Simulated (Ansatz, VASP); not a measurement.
# CuI: VASP beside Ansatz

Contents of INCAR:

```
SYSTEM = CuI
  PREC = Accurate
  ENCUT = 520
  EDIFF = 1E-6
  ISMEAR = -1
  SIGMA = 0.02
  LREAL = .False.
  LASPH = .True.
  NELM = 60
  ALGO = Normal
  ISIF = 2
  LWAVE = .False.
  LCHARG = .False.
  GGA = PE
  NBANDS = 26
```

Contents of KPOINTS:

```
regular mesh
0
Gamma
  6 6 4
  0 0 0
```

The input POSCAR:

```
CuI
1.0
    4.4451082540      0.0000000000      0.0000000000
   -2.2225541270      3.8495766705      0.0000000000
    0.0000000000      0.0000000000      7.3691268456
Cu I
2 2
Direct
    0.3333333333      0.6666666667      0.2500000000
    0.6666666667      0.3333333333      0.7500000000
    0.6666666667      0.3333333333      0.2500000000
    0.3333333333      0.6666666667      0.7500000000
```

Input for Ansatz:

```yaml
crystal:
  lattice:
    - [4.445108254, 0.0, 0.0]
    - [-2.222554127, 3.8495766705, 0.0]
    - [0.0, 0.0, 7.3691268456]
  atoms:
    - { symbol: Cu, position: [0.3333333333, 0.6666666667, 0.25] }
    - { symbol: Cu, position: [0.6666666667, 0.3333333333, 0.75] }
    - { symbol: I, position: [0.6666666667, 0.3333333333, 0.25] }
    - { symbol: I, position: [0.3333333333, 0.6666666667, 0.75] }
kpoints:
  mp_grid: { grid: [6, 6, 4] }
  band_path:
    path:
      - [0.0, 0.0, 0.0]
      - [0.5, 0.0, 0.0]
      - [0.3333333333, 0.3333333333, 0.0]
      - [0.0, 0.0, 0.5]
      - [0.5, 0.0, 0.5]
      - [0.3333333333, 0.3333333333, 0.5]
    npoints: 1
hamiltonian:
  xc: pbe
scf:
  occupations: { method: fermi_dirac, width: 0.02 }
  n_extra_bands: 5
output:
  forces: true
  stress: true
  eigenvalues: true
  write_density: true
  write_potential: true
  elf: true
  volumetric_format: npy
```

Change from the starting cell: hydrostatic strain +1.6%.

Alike in both runs: task single point; functional PBE; k mesh 6 × 6 × 4; occupations fermi-dirac, width 0.02 eV; no spin polarisation.

```csv
,VASP,Ansatz
version,VASP 6.6.1,Ansatz 0.2.0
potentials or method,"VASP PAW PBE potentials, release 64 (Cu, I)","plane waves, PAW"
plane-wave cutoff (eV),520,420
valence electrons in the cell,36,72
```

Ansatz gave:

| Item | Value |
| --- | --- |
| gap on the k mesh at the Fermi level (eV) | 1.09 |
| pressure (GPa) | -0.6 |
| largest component of the traceless stress (GPa) | 0.87 |

What did VASP give for the same quantities?

gap on the k mesh at the Fermi level (eV): 1.10; pressure (GPa): -0.6; largest component of the traceless stress (GPa): 0.84.

The two sets of potentials don't hold the same shells in valence.

Caveats: spin-orbit coupling is left out, which moves the levels of the heavy elements; this functional lacks dispersion, which binds the layers, so the pressure and a relaxed spacing across them are unreliable. A k mesh can miss the band edges.
